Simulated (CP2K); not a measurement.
Runs of CP2K 2026.2 on Ta. It takes space group Im-3m (No. 229, cubic). The conventional cell has a = 3.303 Å, b = 3.303 Å, c = 3.303 Å, α = 90.00°, β = 90.00°, γ = 90.00°. Around Ta (site symmetry m-3m) lie 8 Ta at 2.86 Å. 

```tsv
task	level	potentials or basis	cell	smearing	EPS_DEFAULT	NGRIDS	basis sets	potentials	points a segment of the path (NPOINTS)	gap on the mesh (eV)	pressure (GPa)
band structure	LDA	GTH_POTENTIALS Ta GTH-PADE-q13; TZVP-MOLOPT-PBE-GTH basis	as given	fermi-dirac 0.1 eV	1.0E-10	5	Ta TZVP-MOLOPT-PBE-GTH-q13	Ta GTH-PADE-q13 of GTH_POTENTIALS	6	none	(a)
single point	PBEsol	POTENTIAL_UZH Ta GTH-PBE-q13; TZVP-MOLOPT-PBE-GTH basis	cell strained at random at fixed volume	fermi-dirac 0.05 eV	1.0E-10	4	Ta TZVP-MOLOPT-PBE-GTH-q13	Ta GTH-PBE-q13 of POTENTIAL_UZH	-	none	-3.6
band structure	PBEsol	POTENTIAL_UZH Ta GTH-PBE-q13; TZVP-MOLOPT-PBE-GTH basis	as given	fermi-dirac 0.01 eV	1.0E-9	5	Ta TZVP-MOLOPT-PBE-GTH-q13	Ta GTH-PBE-q13 of POTENTIAL_UZH	10	none	-4.4
band structure	r2SCAN	POTENTIAL_UZH Ta GTH-SCAN-q13; TZVP-MOLOPT-SCAN-GTH basis	as given	fermi-dirac 0.01 eV	1.0E-10	5	Ta TZVP-MOLOPT-SCAN-GTH-q13	Ta GTH-SCAN-q13 of POTENTIAL_UZH	10	none	-5.0
single point	PBEsol	POTENTIAL_UZH Ta GTH-PBE-q13; TZVP-MOLOPT-PBE-GTH basis	as given	fermi-dirac 0.05 eV	1.0E-10	4	Ta TZVP-MOLOPT-PBE-GTH-q13	Ta GTH-PBE-q13 of POTENTIAL_UZH	-	none	-4.0
```

Alike in all rows: no spin polarisation; k mesh 11 × 11 × 11.

Q: Fill in the values left out.

A: (a) -12.7.

Caveats: the basis of atomic orbitals isn't converged, which shifts pressures, moduli and gaps; spin-orbit coupling is left out, which moves the levels of the heavy elements (some runs); the potentials were made for another functional, which shifts forces and pressure (some runs).

A k mesh can miss the band edges, and the runs leave out spin-orbit coupling on Ta.

A gap of «none» marks a metal or a gap under the smearing width.
